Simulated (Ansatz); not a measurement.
Mo:

```
Mo
1.0
    -1.58381    1.58381    1.58381
     1.58381   -1.58381    1.58381
     1.58381    1.58381   -1.58381
Mo
1
Direct
  0.00000 0.00000 0.00000
```

Program: Ansatz 0.2.0. Alike in all runs: cell as given.

Order these runs on this cell by their pressure, lowest first.
A. level LDA; potentials or basis Ansatz PAW; spin SOC, no magnetisation; k mesh 9 × 9 × 9; cutoff (eV) 420; smearing fermi-dirac 0.05 eV; points for each segment of the path 14; mesh quality not flagged
B. level BLYP; potentials or basis Ansatz PAW; spin off; k mesh 7 × 7 × 7; cutoff (eV) 420; smearing fermi-dirac 0.05 eV; points for each segment of the path 14; mesh quality coarse
C. level BLYP+D3(BJ)+ATM; potentials or basis PseudoDojo PBEsol stringent; spin off; k mesh 12 × 12 × 12; cutoff (eV) 1088; smearing methfessel-paxton 0.15 eV; driver chain; mesh quality not flagged
D. level PBE; potentials or basis Ansatz PAW; spin off; k mesh 12 × 12 × 12; cutoff (eV) 420; smearing gaussian 0.024 eV; mesh quality not flagged
E. level r2SCAN; potentials or basis Ansatz PAW; spin SOC, no magnetisation; k mesh 9 × 9 × 9; cutoff (eV) 500; smearing fermi-dirac 0.05 eV; points for each segment of the path 14; mesh quality not flagged

A (-14.3 GPa), C (-8.2 GPa), E (-4.7 GPa), D (-1.9 GPa), B (8.6 GPa).

Caveats: some runs use coarse meshes; the PAW data sets come from PBE, with cores solved anew for the run's functional, which leaves a small shift of forces and pressure (some runs); the potentials were made for another functional, which shifts forces and pressure (some runs); pairwise dispersion overbinds metals, which lowers pressure and volume (some runs).

Not every run made on this cell is shown here.
